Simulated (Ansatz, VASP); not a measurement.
# Pb: VASP beside Ansatz

The input INCAR:

```
ALGO = Normal
EDIFF = 1E-7
ENCUT = 520
GGA = PS
ISIF = 2
ISMEAR = -1
LASPH = True
LCHARG = False
LREAL = False
LWAVE = False
NBANDS = 21
NELM = 80
PREC = Accurate
SIGMA = 0.05
```

The input KPOINTS:

```
k-points
0
Gamma
  9 9 5
```

The input POSCAR:

```
Pb
1.0
    3.4800000000      0.0000000000      0.0000000000
   -1.7400000000      3.0137684052      0.0000000000
    0.0000000000      0.0000000000      5.5900000000
Pb
2
Direct
    0.6783200000      0.3518530000      0.7463950000
    0.3425190000      0.6872000000      0.2562440000
```

File input.yaml:

```yaml
crystal:
  lattice:
    - [3.48, 0.0, 0.0]
    - [-1.74, 3.0137684052, 0.0]
    - [0.0, 0.0, 5.59]
  atoms:
    - { symbol: Pb, position: [0.67832, 0.351853, 0.746395] }
    - { symbol: Pb, position: [0.342519, 0.6872, 0.256244] }
hamiltonian:
  xc: pbesol
  pseudopotentials: { kind: paw }
kpoints:
  mp_grid: { grid: [9, 9, 5] }
scf:
  occupations: { method: fermi_dirac, width: 0.05 }
output:
  forces: true
  stress: true
  eigenvalues: true
```

Change from the starting cell: atoms moved at random, drawn with an rms of 0.05 Å.

Alike in both runs: task single point; functional PBEsol; k mesh 9 × 9 × 5; occupations fermi-dirac, width 0.05 eV; no spin polarisation.

```csv
,VASP,Ansatz
version,VASP 6.6.1,Ansatz 0.2.0
potentials or method,"VASP PAW PBE potentials, release 64 (Pb_d)",Ansatz PAW
plane-wave cutoff (eV),520,420
valence electrons in the cell,28,28
```

```tsv
	VASP	Ansatz	Ansatz less VASP
gap on the k mesh at the Fermi level (eV)	none	none	-
pressure (GPa)	1.0	1.1	+0.09
largest component of the traceless stress (GPa)	2.54	2.56	+0.016
rms of the force components (eV/Å)	0.044	0.044	0.0000
```

Atom by atom the forces differ by 0.000 eV/Å (rms over components). A gap of «none» marks a metal or a gap that the smearing closes.

Caveats: the PAW data sets were made with another functional, which shifts forces and pressure a little (VASP); the PAW data sets come from PBE, with cores solved anew for the run's functional, which leaves a small shift of forces and pressure (Ansatz). Spin-orbit coupling is left out, which matters for the levels of Pb.
